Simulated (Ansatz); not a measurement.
Rh: frozen-core PAW against all-electron methods

```
CELL_PARAMETERS angstrom
0.00000 1.95860 1.90155
1.95860 0.00000 1.90155
1.95860 1.95860 0.00000
ATOMIC_POSITIONS crystal
Rh 0.00000 0.00000 0.00000
```

The conventional cell has a = 2.770 Å, b = 2.770 Å, c = 3.803 Å, α = 90.00°, β = 90.00°, γ = 90.00°. Rh (atom 1) has 12 Rh at 2.73 to 2.77 Å as nearest neighbours.

The geometry is COD entry 9008482, unchecked; take it as a test cell. The listed cell was then made from it by scaling, straining or moving an atom.

Levels of theory: DFT, PBE, PAW with Ansatz's default frozen-core files, scalar-relativistic (Ansatz 0.2.0); DFT, PBE, all-electron PAW with datasets made for the crystal, scalar-relativistic (Ansatz 0.2.0); DFT, PBE, all-electron LAPW, scalar-relativistic (Ansatz 0.2.0).

For PAW: a Γ-centred 16×16×16 k mesh, Fermi–Dirac smearing of 0.08 eV, cutoff 420 eV, no spin polarisation. The crystal-made all-electron datasets (AE datasets) take a cutoff of 280 eV at this cell. LAPW targets a basis error of 1 meV/atom. The Ansatz runs share mesh, smearing and spin set-up. Plane-wave (PAW) pressures include the program's estimate of the Pulay term.

Stress and pressure are positive in compression.

The change that made this cell: equal xx and yy strain of +3 %.

```
       quantity     PAW  AE datasets    LAPW
 pressure (GPa)   -8.45        -8.49   -8.49
stress xx (GPa)  -10.41       -10.44  -10.44
stress zz (GPa)   -4.54        -4.58   -4.58
```
